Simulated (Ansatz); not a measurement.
The calculation used DFT PBE, scalar-relativistic, plane waves, PAW (Ansatz 0.2.0). Settings: cutoff 420 eV, Γ-centred meshes spaced at most about 0.3 Å⁻¹, and about 0.25 Å⁻¹ or finer for metals (2π included), Gaussian smearing. No spin polarisation.

Temperature and zero-point effects are left out.

Two relaxed structures of B₂P:

1.

```
B P
1.0
     5.31221    0.00000    0.00000
     0.00000    3.17001    0.00000
    -2.35564    0.00000    4.76650
B P
4 2
Direct
  0.05193 0.00000 0.69682
  0.93868 0.50000 0.10022
  0.02274 0.00000 0.04276
  0.34604 0.00000 0.00899
  0.95641 0.50000 0.48837
  0.55591 0.50000 0.08635
```

2.

```
B P
1.0
     2.69677   -1.54438    0.00000
     2.69677    1.54438    0.00000
    -0.01451    0.00000    7.62912
B P
4 2
Direct
  0.49929 0.49929 0.11378
  0.50071 0.50071 0.88623
  0.84003 0.84003 0.53560
  0.15997 0.15997 0.46440
  0.16795 0.16795 0.20943
  0.83205 0.83205 0.79057
```

Question: Which is lower in energy, and by how much?

Answer: Cell 2 is lower, by 147 meV/atom. Cell 1 has space group Pm (No. 6), 13.4 Å³/atom and no gap on its mesh; cell 2 has B and P ordered on diamond sites, space group C2/m (No. 12), 10.6 Å³/atom and no gap. Counting P atoms around B (those within 1.25 times the shortest such distance or 1.15 times the sum of covalent radii; the shortest distance is added where it is long for a bond; a slash parts the counts of unlike sites), cell 1 has B 2/8 from 3.0 Å and cell 2 has B 1/3. Cell 1 holds B–B chains (shortest 1.70 Å) and P–P pairs (shortest 2.25 Å); cell 2 holds B–B nets (shortest 1.74 Å). The denser one is the lower, and pressure would at first widen the difference. Even the lower one lies +0.09 eV/atom against the reference forms of the elements (uncorrected), so neither is stable at this level. In cell 1, B on its first site is surrounded by 1 B at 1.70 Å, 2 P at 1.87 Å and 1 B at 1.91 Å; around B on its second site lie 2 B at 1.71 Å and 2 P at 2.00–2.02 Å; around P on its first site lie 2 B at 1.87 Å, 1 B at 2.02 Å and 1 P at 2.25 Å; 3 more sites not described. In cell 2, B on its first site has 1 B at 1.74 Å and 3 P at 1.93 Å; B on its second site is surrounded by 3 B at 1.81–1.90 Å and 1 P at 1.95 Å; around P lie 4 B at 1.93–1.95 Å. Both come from invented guesses. The lowest form computed isn't among them: it has space group P1 (No. 1), 9.9 Å³/atom and lies 84 meV/atom below the best shown.

Cells relaxed within their symmetry can be saddle points. Some structure types and database cells were kept out of the candidates from the start, so a known form may be missing.
